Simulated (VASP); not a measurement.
These are PBE GGA, VASP's PBE PAW potentials (set 64) (plane waves; VASP) values and carry that method's errors.

VASP input:

### POSCAR
```
LiI
6.020
  0.0000000000   0.5000000000   0.5000000000
  0.5000000000   0.0000000000   0.5000000000
  0.5000000000   0.5000000000   0.0000000000
Li I
1 1
Cart
  0.0000000000   0.0000000000   0.0000000000
  0.5000000000   0.5000000000   0.5000000000
```

### INCAR
```
SYSTEM = LiI
PREC = Accurate; ENCUT = 520; LREAL = .FALSE.
LASPH = .TRUE.
EDIFF = 1E-6; NELM = 100; ALGO = Normal
LMAXMIX = 4
ISMEAR = 2; SIGMA = 0.02
GGA = PE
ISIF = 2
LWAVE = .FALSE.; LCHARG = .FALSE.
```

File KPOINTS:
```
Regular mesh
0
gamma
  7 7 7
```

POTCAR, in this order: Li_sv I (PBE.64 set). Program: vasp_std.

Output of the run:

**OSZICAR**
```
       N       E                     dE             d eps       ncg     rms          rms(c)
DAV:   1     0.387934713110E+02    0.38793E+02   -0.36194E+03   360   0.948E+02
DAV:   2    -0.410357169135E+01   -0.42897E+02   -0.41685E+02   519   0.135E+02
DAV:   3    -0.577811981052E+01   -0.16745E+01   -0.16735E+01   444   0.317E+01
DAV:   4    -0.583545324625E+01   -0.57333E-01   -0.57211E-01   615   0.568E+00
DAV:   5    -0.583574579550E+01   -0.29255E-03   -0.29252E-03   466   0.459E-01    0.215E+00
DAV:   6    -0.582477639697E+01    0.10969E-01   -0.24026E-02   448   0.989E-01    0.140E+00
DAV:   7    -0.582987576069E+01   -0.50994E-02   -0.32804E-02   471   0.117E+00    0.324E-01
DAV:   8    -0.583068544180E+01   -0.80968E-03   -0.41487E-03   420   0.471E-01    0.660E-02
DAV:   9    -0.583069214747E+01   -0.67057E-05   -0.91092E-05   503   0.876E-02    0.526E-02
DAV:  10    -0.583069296645E+01   -0.81898E-06   -0.26128E-05   420   0.404E-02    0.318E-02
DAV:  11    -0.583070382277E+01   -0.10856E-04   -0.19444E-05   385   0.355E-02    0.855E-03
DAV:  12    -0.583070726494E+01   -0.34422E-05   -0.40269E-07   362   0.645E-03    0.228E-03
DAV:  13    -0.583070665075E+01    0.61419E-06   -0.16464E-07   250   0.372E-03
   1 F= -.58307067E+01 E0= -.58307067E+01  d E =-.788200E-42
```

File OUTCAR:
```
------------------------ aborting loop because EDIFF is reached ----------------------------------------
  FORCE on cell =-STRESS in cart. coord.  units (eV):
  Direction    XX          YY          ZZ          XY          YZ          ZX
  --------------------------------------------------------------------------------------
  Total       -0.0073568     -0.0073568     -0.0073568      0.0000000     -0.0000000      0.0000000
  in kB       -0.2161075     -0.2161075     -0.2161075      0.0000000     -0.0000000      0.0000000
  external PRESSURE =      -0.2161075 kB  Pullay stress =       0.0000000 kB
  volume of cell :       54.54
      direct lattice vectors                 reciprocal lattice vectors
     0.000000000  3.010000000  3.010000000    -0.166112957  0.166112957  0.166112957
     3.010000000  0.000000000  3.010000000     0.166112957 -0.166112957  0.166112957
     3.010000000  3.010000000  0.000000000     0.166112957  0.166112957 -0.166112957
 POSITION                                       TOTAL-FORCE (eV/Angst)
 -----------------------------------------------------------------------------------
      0.00000      0.00000      0.00000        -0.000000      0.000000      0.000000
      3.01000      3.01000      3.01000         0.000000      0.000000     -0.000000
 -----------------------------------------------------------------------------------
    total drift:                                0.000000     -0.000000      0.000000
  FREE ENERGIE OF THE ION-ELECTRON SYSTEM (eV)
  ---------------------------------------------------
  free  energy   TOTEN  =        -5.8307066508 eV

  energy  without entropy=       -5.8307066508  energy(sigma->0) =       -5.83070665
```
(Selected blocks of OUTCAR.)

The compound is LiI in the rock salt structure. The cell was not relaxed at this level. The run is one of a series of settings (ISMEAR = 2, SIGMA = 0.02 against the base run), some of them coarse on purpose.
